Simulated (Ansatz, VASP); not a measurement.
One calculation of Pt, two programs

```xyz
1
Lattice="-1.6112 1.6112 1.6112 1.6112 -1.6112 1.6112 1.6112 1.6112 -1.6112" Properties=species:S:1:pos:R:3 pbc="T T T"
Pt    0.0000    0.0000    0.0000
```

Alike in both runs: task single point; functional r2SCAN; k mesh 16 × 16 × 16; occupations fermi-dirac, width 0.1 eV; no spin polarisation.

|  | VASP | Ansatz |
| --- | --- | --- |
| version | VASP 6.6.1 | Ansatz 0.2.0 |
| potentials or method | VASP PAW PBE potentials, release 64 (Pt) | plane waves (500 eV) with PAW, scalar-relativistic |
| plane-wave cutoff (eV) | 520 | 500 |
| valence electrons in the cell | 10 | 18 |

|  | VASP | Ansatz | Ansatz less VASP |
| --- | --- | --- | --- |
| pressure (GPa) | -15.7 | -16.0 | -0.35 |

The two sets of potentials don't hold the same shells in valence.

Caveats: so large a pressure means that the cell lies far from this level's equilibrium, or that cutoff or potentials fall short (VASP); the potentials were made for another functional, which shifts forces and pressure (VASP). The runs have no spin-orbit coupling, so splittings on Pt are missing.
